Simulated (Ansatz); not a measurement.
# TiO (P-6m2) in Ansatz: single point with PBEsol

Aim: the single point of TiO with PBEsol.

Everything below comes from runs of Ansatz 0.2.0. Logs are shortened: lines on timing, memory, paths and dates and some standing lists are left out, and cuts for length are marked.

## (1) The cell of the first run

Symmetry: P-6m2, No. 187, hexagonal system. Conventional cell: a = 3.009 Å, b = 3.009 Å, c = 2.937 Å, α = 90.00°, β = 90.00°, γ = 120.00°. Around Ti (site symmetry -6m2) lie 6 O at 2.27 Å. O (site symmetry -6m2) has 6 Ti at 2.27 Å as nearest neighbours.

The cell comes from a database or a generator and needn't be the stable form of this composition.

## (2) Single point, PBEsol, collinear spin, antiferromagnetic start (another cell of the same crystal, with 4 atoms)

input.yaml reads:

```yaml
crystal:
  lattice:
    - [3.00943415, 0.0, 0.0]
    - [-1.50471708, 2.60624643, 0.0]
    - [0.0, 0.0, 5.87411726]
  atoms:
    - { symbol: Ti, position: [0.0, 0.0, 0.0], spin: 1.0 }
    - { symbol: Ti, position: [0.0, 0.0, 0.5], spin: -1.0 }
    - { symbol: O, position: [0.6666666667, 0.3333333333, 0.25] }
    - { symbol: O, position: [0.6666666667, 0.3333333333, 0.75] }
hamiltonian:
  xc: pbesol
  pseudopotentials: { kind: paw }
magnetization:
  spin_polarized: true
kpoints:
  mp_grid: { grid: [7, 7, 3] }
scf:
  occupations: { method: gaussian, width: 0.05 }
output:
  forces: true
  stress: true
  eigenvalues: true
```

Potentials or basis: Ansatz PAW.

Launch:

```sh
$ ansatz run input.yaml --threads 2 --pin off --max-ram 5632MiB --backend cpu --events-out ev --progress --plain --runs-dir out
```

Output:

```text
Warning: RAYON_NUM_THREADS=2 ignored (pool sized by the plan → 2); use --threads N
Engine: ansatz 0.2.0, aarch64-unknown-linux-gnu
Pseudopotentials: kind: paw
Pseudopotential: Ti, paw, valence charge 12, recommended cutoff 420 eV (normal), Ti.paw.azcp
Pseudopotential: O, paw, valence charge 6, recommended cutoff 420 eV (normal), O.paw.azcp
Functional definition: PBEsol
  exchange = pbesol_x
  correlation = pbesol_c
Crystal: 4 atoms, lattice volume = 46.073 Å³
Basis set: ecut = 420 eV, 859 PW (Γ), exchange–correlation on 48×48×80 points (8 copies of the dense FFT grid, shifted against one another)
Bands: 23, of which v1, the nominal top of the filled ones, is band 18 counted from 1 (17 counted from 0)
Symmetry: 12 space group operations
Space group: P-6m2 (ITA 187), of the structure as read, at distance tolerance 3.6e-5 Å
Magnetic group: BNS 187.214 (UNI 1444), of the structure as read, at distance tolerance 3.6e-5 Å
k-points: 16 of 147 (time reversal used)
Non-local potential: Ti, projectors of the file, l = 0: 3, l = 1: 2, l = 2: 3, l = 3: 1
Non-local potential: O, projectors of the file, l = 0: 2, l = 1: 2, l = 2: 1
PAW form: soft (Blöchl's): semilocal exchange-correlation on the pseudo side does not see the compensation charge
PAW frozen core: Ti, regenerated for the run's functional, and the local potential with it (the file was generated under x = pbe(κ = 0.804, μ = 0.2195149727645171), c = pbe(β = 0.06672455060314922))
PAW frozen core: O, regenerated for the run's functional, and the local potential with it (the file was generated under x = pbe(κ = 0.804, μ = 0.2195149727645171), c = pbe(β = 0.06672455060314922))
PAW one-centre angular grid: Ti, 590 points (default); XC on 64 Gauss nodes
PAW one-centre angular grid: O, 110 points (default); XC on 64 Gauss nodes
Initial density: superposition of atomic densities (chi_scale 0.1, normalization cell, long waves kept (reshape's long-wave potential 0.00 eV rms))
Starting moments: Σ|m| = 2 μB on 2 of 4 sites
Starting magnetic order: antiferromagnet; a translation exchanges its spin sublattices: spin-degenerate at every k-point
Initial wavefunctions: pseudopotential atomic-orbital guess
Functional: x = pbesol(κ = 0.804, μ = 0.12345679012345678), c = pbesol(β = 0.046)
SCF iter   1: F=—  HF=-6073.555726 eV  |F-HF|=—  |Δ(HF+E_count)|=         —  Δρ=7.97e-2 (↑7.97e-2 ↓7.97e-2)  dr2=7.44e0  dr2_m=8.70e-1  M=0.000 μB ∫|m|=0.104 μB  β_m=0.30  ethr=3.10e-3  ⟨swp⟩=4.5  Hψ=1314  notcnv=0
Mixer restart at iter 1: flushing history
preconditioner: auto → none  [insulator: Δε(μ)=0.078 eV  Ē_g=8.772 eV  σ=0.050 eV  W_gap=0.71  n_scr=10 (ndim 8)  ℏωp=24.5 eV  f_vac=0.000  D(μ)=0.36/eV (n_scr^D=2)  ε∞_Penn≈8.8]
SCF iter   2: F=—  HF=-6074.097241 eV  |F-HF|=—  |Δ(HF+E_count)|=   5.42e-1  Δρ=3.98e-2 (↑3.98e-2 ↓3.98e-2)  dr2=9.77e-1  dr2_m=3.97e-1  M=0.000 μB ∫|m|=0.158 μB  β_m=0.28  ethr=3.10e-3  ⟨swp⟩=3.1  Hψ=849  notcnv=0  defer=14
SCF iter   3: F=—  HF=-6073.763551 eV  |F-HF|=—  |Δ(HF+E_count)|=   3.34e-1  Δρ=2.70e-2 (↑2.70e-2 ↓2.70e-2)  dr2=1.06e-1  dr2_m=2.50e-1  M=0.000 μB ∫|m|=0.131 μB  β_m=0.56  ethr=2.71e-3  ⟨swp⟩=2.6  Hψ=674  notcnv=0  defer=14
SCF iter   4: F=—  HF=-6073.780780 eV  |F-HF|=—  |Δ(HF+E_count)|=   1.72e-2  Δρ=4.88e-3 (↑4.88e-3 ↓4.88e-3)  dr2=2.44e-2  dr2_m=5.13e-3  M=0.000 μB ∫|m|=0.030 μB  β_m=0.61  ethr=2.93e-4  ⟨swp⟩=3.4  Hψ=666  notcnv=0  defer=14
SCF iter   5: F=—  HF=-6073.780602 eV  |F-HF|=—  |Δ(HF+E_count)|=   1.78e-4  Δρ=7.41e-4 (↑7.41e-4 ↓7.41e-4)  dr2=2.23e-4  dr2_m=1.48e-4  M=0.000 μB ∫|m|=0.009 μB  β_m=0.66  ethr=6.78e-5  ⟨swp⟩=2.1  Hψ=586  notcnv=0  defer=14
SCF iter   6: F=—  HF=-6073.780676 eV  |F-HF|=—  |Δ(HF+E_count)|=   7.37e-5  Δρ=3.03e-4 (↑3.03e-4 ↓3.03e-4)  dr2=6.24e-5  dr2_m=1.52e-5  M=0.000 μB ∫|m|=0.004 μB  β_m=0.65  ethr=6.20e-7  ⟨swp⟩=2.0  Hψ=708  notcnv=0  defer=14
SCF iter   7: F=—  HF=-6073.780658 eV  |F-HF|=—  |Δ(HF+E_count)|=   1.81e-5  Δρ=6.49e-5 (↑6.49e-5 ↓6.49e-5)  dr2=2.12e-6  dr2_m=1.08e-6  M=0.000 μB ∫|m|=0.001 μB  β_m=0.76  ethr=1.73e-7  ⟨swp⟩=2.0  Hψ=625  notcnv=0  defer=14
SCF iter   8: F=—  HF=-6073.780659 eV  |F-HF|=—  |Δ(HF+E_count)|=   1.83e-6  Δρ=1.45e-5 (↑1.45e-5 ↓1.45e-5)  dr2=2.27e-8  dr2_m=8.15e-8  M=0.000 μB ∫|m|=0.000 μB  β_m=0.88  ethr=5.90e-9  ⟨swp⟩=2.0  Hψ=529  notcnv=0  defer=14
SCF iter   9: F=—  HF=-6073.780659 eV  |F-HF|=—  |Δ(HF+E_count)|=   1.46e-7  Δρ=4.90e-6 (↑4.90e-6 ↓4.90e-6)  dr2=2.66e-8  dr2_m=5.51e-9  M=0.000 μB ∫|m|=0.000 μB  β_m=0.94  ethr=6.30e-11  ⟨swp⟩=2.6  Hψ=670  notcnv=0  defer=14
SCF iter  10: F=—  HF=-6073.780659 eV  |F-HF|=—  |Δ(HF+E_count)|=  4.72e-10  Δρ=3.25e-7 (↑3.25e-7 ↓3.25e-7)  dr2=4.12e-11  dr2_m=3.20e-11  M=0.000 μB ∫|m|=0.000 μB  β_m=0.97  ethr=6.30e-11  ⟨swp⟩=2.2  Hψ=533  notcnv=0  defer=14
SCF iter  11: F=-6073.780659 eV  HF=-6073.780659 eV  |F-HF|=6.37e-12  |Δ(HF+E_count)|=  2.27e-11  Δρ=9.13e-8 (↑9.13e-8 ↓9.13e-8)  dr2=7.70e-12  dr2_m=8.21e-13  M=0.000 μB ∫|m|=0.000 μB  ethr=1.00e-12  ⟨swp⟩=5.5  Hψ=1268  notcnv=0
SCF 1 converged in 11 iterations: F = -6073.780659 eV  dr2 = 7.70e-12
WARN: the starting moments were not kept: the SCF closed with an absolute magnetisation of 7.6e-7 μB, where they sum to 2 μB in size (2 sites). That is at most 0.1 of that sum. Measured as dr2_m measures the in/out step, that magnetisation stands 9.2e-14 eV from none, at or under the dr2_threshold of 1.0e-7 eV: it is no larger than a step whose dr2_m would equal this threshold. The system may hold no moment; this SCF shows only that its start led to no more than that. To try another start: raise the starting moments (crystal.atoms[].spin, magnetization.per_species, magnetization.initial_magnetization, or on a non-collinear deck that types none of these the spinor_matrix: blocks that start its atoms; where the total moment is fixed, keep their sum and leave initial_magnetization as it is; typed ones take the place of any that the run laid by itself, positive ones on a crystal's lanthanoids without a Hubbard term where scf.initial_density.shell_occupations: [] is typed) or, if the notice of its spin-set hold's release reads "site moments contracting" or "site moments show no strong build", lengthen the hold (scf.mixing.spin_hold: { on: { confirm: 4 } }; for m-r²SCAN on two components see the key's manual first). Each may lead to a state that holds a moment. A second SCF, from the converged charge density, with the starting moments and any scf.initial_density.shell_occupations laid on it anew, would have followed, and was not run: the deck does not ask for one (magnetization.retry_lost_moments is false, the default). To let it run, set magnetization.retry_lost_moments: true and run the deck again, where that key's refused combinations let it; where memory then withholds it, that run's warning says so.
SCF converged after 11 iterations
Magnetization: 0.0000 μB (18.0000 up, 18.0000 down)
Absolute magnetization: 0.0000 μB (∫|ρ↑−ρ↓|, with the PAW one-centre terms)
Spin contamination: 0.0000 ħ² per cell (⟨S²⟩ above its minimum at these occupations)
Per-site moments (μB) at R_I (Å): [(-9.753362063754104e-8, 0.938424020911005), (9.753362063754106e-8, 0.938424020911005), (-2.0400015485611032e-24, 0.938424020911005), (4.1340475928907293e-23, 0.938424020911005)]
Free energy (F): -6073.780659 eV
Harris-Foulkes:  -6073.780659 eV  (|F-HF|=6.37e-12)
Internal energy: -6073.779890 eV  (E = F + TS)
E sigma→0 (E₀):  -6073.780275 eV
Entropy (-TS):   -0.000769 eV (-0.192 meV/atom)
Fermi energy:    13.827557 eV
--- Per-component energies (eV) ---
  E_band       = -301.344584
  E_kinetic    = 885.000286
  E_local      = -2070.077348  (includes V_loc(G=0)·N_el)
  E_nonlocal   = 114.922607
  E_hartree    = 803.180052
  E_xc         = -337.312802
  E_vxc        = -427.756817  (∫ρ·V_xc dr)
  E_paw        = -2347.956983  (= ΣΔE_a)
  E_vpaw       = -409.798542  (= ΣTr[D̂ρ^β])
  E_aug_tail   = 0.005139  (compensation charges beyond the density's cutoff)
  E_ewald      = -3121.890186
  E_core_change = 0.349344  (= ΣΔE_core)
  E_smearing   = -0.000769  (= −TS)
  E_closure    = 0.000000  (closes the sum)
  Σ components = -6073.780659   (vs F -6073.780659, Δ=0.00e0)
--- Forces (eV/Å), atoms counted from 1 ---
  atom   1  Ti    -0.00000000     0.00000000     0.00000000
  atom   2  Ti    -0.00000000     0.00000000     0.00000000
  atom   3  O     -0.00000000     0.00000000    -0.00000000
  atom   4  O     -0.00000000     0.00000000     0.00000000
  max |Σ_I F_I| component: 2.22e-16 eV/Å
--- Stress (GPa, compression-positive) ---
      -34.342613       0.000000       0.000000
        0.000000     -34.342613       0.000000
        0.000000       0.000000     -30.575234
  P = ⅓ Tr σ = -33.0868 GPa (-330.868 kbar)
--- Band table (eV; the first three rows and the last of 32) ---
  k-point 0 ↑: bands = ["-43.9395", "-43.8981", "-20.6793", "-20.2608", "-20.0185", "-20.0185", "-19.9848", "-19.9848", "-6.9280", "-6.0765", "5.4562", "8.6940", "8.6940", "8.9973", "9.0178", "9.0178", "11.3458", "13.7915", "13.7915", "14.1003", "14.5184", "15.0908", "15.0908"]
  k-point 1 ↑: bands = ["-43.9292", "-43.9085", "-20.5774", "-20.3682", "-20.0101", "-20.0101", "-19.9932", "-19.9932", "-6.7253", "-6.3010", "6.1170", "7.7327", "8.7804", "8.7804", "8.9442", "8.9442", "12.3677", "13.8209", "13.8897", "13.8897", "14.4231", "14.4231", "14.9620"]
  k-point 2 ↑: bands = ["-43.9286", "-43.8878", "-20.6552", "-20.2503", "-20.1035", "-20.0583", "-20.0364", "-20.0012", "-6.7691", "-6.0623", "5.7226", "7.9404", "8.5849", "8.7348", "8.7857", "8.8434", "11.6231", "13.2467", "14.1332", "14.7514", "14.8856", "15.0374", "15.1087"]
  k-point 15 ↓: bands = ["-43.8667", "-43.8478", "-20.4562", "-20.3527", "-20.3120", "-20.2860", "-20.2315", "-20.2037", "-5.9839", "-5.9739", "6.6062", "6.6774", "7.0580", "7.4433", "7.8165", "7.8775", "13.2118", "13.3161", "14.4051", "15.0430", "15.0570", "15.2118", "15.3614"]
```

Wall time 4.4 s (2 threads of Arm Neoverse V1, shared host); peak memory 0.34 GiB.

What came out:

* Free energy: -6073.7807 eV
* Pressure: -33.1 GPa
* Band gap on the k mesh: none (metal or under the smearing width)
* Net moment: 0.00 μB per cell
* Absolute moment: 0.00 μB per cell

Levels at points of the mesh, in eV from the Fermi level:
Spin up:
```tsv
k point	band 16	band 17	band 18	band 19	band 20	band 21
(0.00, 0.00, 0.00)	-4.81	-2.48	-0.04	-0.04	0.27	0.69
```
Spin down:
```csv
k point,band 14,band 15,band 16,band 17,band 18,band 19,band 20,band 21,band 22,band 23
"(0.00, 0.00, 0.00)",-4.83,-4.81,-4.81,-2.48,-0.04,-0.04,0.27,0.69,1.26,1.26
```

Caveat: a pressure of tens of GPa on the cell as given is suspect, and the run, the potentials or the cell itself is likely at fault; the pressure holds a Pulay correction of +0.6 GPa for the finite cutoff; semilocal functionals often make such compounds metallic where correlation or magnetic order opens a gap, which also shifts bond lengths; the PAW data sets come from PBE, with cores solved anew for the run's functional, which leaves a small shift of forces and pressure; the starting moments weren't kept.
